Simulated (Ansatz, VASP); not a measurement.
**AlN: VASP beside Ansatz**

The input INCAR:

```
SYSTEM = AlN
PREC = Accurate
ENCUT = 520
EDIFF = 1E-6
ISMEAR = 0
SIGMA = 0.05
LREAL = .FALSE.
LASPH = .TRUE.
NELM = 100
ALGO = Normal
ISIF = 2
LWAVE = .FALSE.
LCHARG = .FALSE.
GGA = CA
NBANDS = 16
```

File KPOINTS:

```
Automatic mesh
0
G
  9 9 6
  0 0 0
```

Contents of POSCAR:

```
AlN
1.0
    3.1143789636      0.0000000000      0.0000000000
   -1.5571894818      2.6971312995      0.0000000000
    0.0000000000      0.0000000000      4.9848021043
Al N
2 2
Direct
    0.3204731808      0.6409463615      0.0015212672
    0.6795268192      0.3590536385      0.5015212672
    0.3448088621      0.6896177243      0.3834787328
    0.6551911379      0.3103822757      0.8834787328
```

Input for Ansatz:

```yaml
crystal:
  lattice:
    - [3.1143789636, 0.0, 0.0]
    - [-1.5571894818, 2.6971312995, 0.0]
    - [0.0, 0.0, 4.9848021043]
  atoms:
    - { symbol: Al, position: [0.3204731808, 0.6409463615, 0.0015212672] }
    - { symbol: Al, position: [0.6795268192, 0.3590536385, 0.5015212672] }
    - { symbol: "N", position: [0.3448088621, 0.6896177243, 0.3834787328] }
    - { symbol: "N", position: [0.6551911379, 0.3103822757, 0.8834787328] }
basis:
  ecutwfc: 520.0
kpoints:
  mp_grid: { grid: [9, 9, 6] }
hamiltonian:
  xc: lda
scf:
  occupations: { method: gaussian, width: 0.05 }
output:
  forces: true
  stress: true
  eigenvalues: true
  write_density: true
  write_potential: true
  elf: true
  volumetric_format: npy
```

Change from the starting cell: mode 5 frozen in at -0.069 Å, equal normal strain along x, y and z +0.0083.

Alike in both runs: task single point; functional LDA; k mesh 9 × 9 × 6; occupations gaussian, width 0.05 eV; no spin polarisation.

```csv
,VASP,Ansatz
version,VASP 6.6.1,Ansatz 0.2.0
potentials or method,"VASP PAW LDA potentials, release 64 (Al, N)","scalar-relativistic, plane waves, PAW"
plane-wave cutoff (eV),520,520
valence electrons in the cell,16,16
```

|  | VASP | Ansatz | Ansatz less VASP |
| --- | --- | --- | --- |
| gap on the k mesh at the Fermi level (eV) | 4.15 | 4.14 | -0.004 |
| least direct gap on the mesh (eV) | 4.15 | 4.14 | -0.004 |
| pressure (GPa) | -4.6 | -5.1 | -0.51 |
| largest component of the traceless stress (GPa) | 0.35 | 0.37 | +0.027 |
| rms of the force components (eV/Å) | 0.172 | 0.173 | +0.0002 |

Atom by atom the forces differ by 0.001 eV/Å (rms over components).

Caveats: an odd mesh through Γ misses points on the zone boundary, where band edges often lie.
